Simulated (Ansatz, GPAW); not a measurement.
This is a calculation of ZnS for GPAW 26.7.0 (ASE script). 

The input run.py:

```python
from ase.dft.bandgap import bandgap
from ase.io import read, write
from ase.units import Bohr, GPa
from gpaw import GPAW, PW, setup_paths
from gpaw.elf import elf_from_dft_calculation

setup_paths.insert(0, '.')

atoms = read('POSCAR')

calc = GPAW(mode=PW(600),
            xc='PBEsol',
            kpts={'size': (9, 9, 9), 'gamma': True},
            occupations={'name': 'methfessel-paxton', 'order': 0, 'width': 0.1},
            nbands=18,
            convergence={'density': 1e-05, 'energy': 1e-05},
            maxiter=150,
            txt='gpaw.txt')
atoms.calc = calc
energy = atoms.get_potential_energy()
forces = atoms.get_forces()
stress = atoms.get_stress()
calc.write('gs.gpw')
write('result.traj', atoms)
print(f'Energy: {energy:.6f} eV')
print('Forces (eV/A):')
print(forces.round(4))
print('Stress (GPa):', (stress / GPa).round(3))
print('Fermi level:', round(calc.get_fermi_level(), 4), 'eV')
print(f'Gap: {bandgap(calc)[0]:.4f} eV, direct: {bandgap(calc, direct=True)[0]:.4f} eV')

# fields on the real-space grid
write('density.cube', atoms, data=calc.get_pseudo_density() * Bohr**3)
write('potential.cube', atoms, data=calc.get_electrostatic_potential())
write('elf.cube', atoms, data=elf_from_dft_calculation(calc).data)
```

File POSCAR:

```
ZnS
1.0
    0.0000000000      2.7020000000      2.7020000000
    2.7020000000      0.0000000000      2.7020000000
    2.7020000000      2.7020000000      0.0000000000
Zn S
1 1
Direct
    0.7500000000      0.7500000000      0.7500000000
    0.0000000000      0.0000000000      0.0000000000
```

Potentials or basis: PAW data sets generated in the run's folder for this functional, pw.

Launch:

```sh
$ gpaw-setup -f PBEsol S Zn
$ OMP_NUM_THREADS=1 python run.py
```

Question: Translate it to Ansatz 0.2.0. Potentials or basis there: Ansatz PAW, cutoff 420 eV.

Answer: As run (cutoffs and basis follow the program's own potentials, and thresholds, step limits or extra output files can differ):

The input input.yaml:

```yaml
crystal:
  lattice:
    - [0.0, 2.702, 2.702]
    - [2.702, 0.0, 2.702]
    - [2.702, 2.702, 0.0]
  atoms:
    - { symbol: Zn, position: [0.75, 0.75, 0.75] }
    - { symbol: S, position: [0.0, 0.0, 0.0] }
hamiltonian:
  xc: pbesol
  pseudopotentials: { kind: paw }
kpoints:
  mp_grid: { grid: [9, 9, 9] }
scf:
  occupations: { method: gaussian, width: 0.1 }
output:
  forces: true
  stress: true
  eigenvalues: true
  write_density: true
  write_potential: true
  elf: true
  volumetric_format: npy
```

Potentials or basis: Ansatz PAW.

Launch:

```sh
$ ansatz run input.yaml --threads 2 --pin off --max-ram 5632MiB --backend cpu --events-out ev --progress --plain --runs-dir out
```

Both were run:

|  | GPAW | Ansatz |
| --- | --- | --- |
| Pressure | -2.0 GPa | -2.0 GPa |

Ansatz's pressure holds a Pulay term of +0.06 GPa for its cutoff of 420 eV, which the other run lacks.

Ansatz's potentials were made for PBE.

Where Ansatz's input types no cutoff or centring, it takes its own default and a Γ-centred mesh.

Pressure is positive in compression.
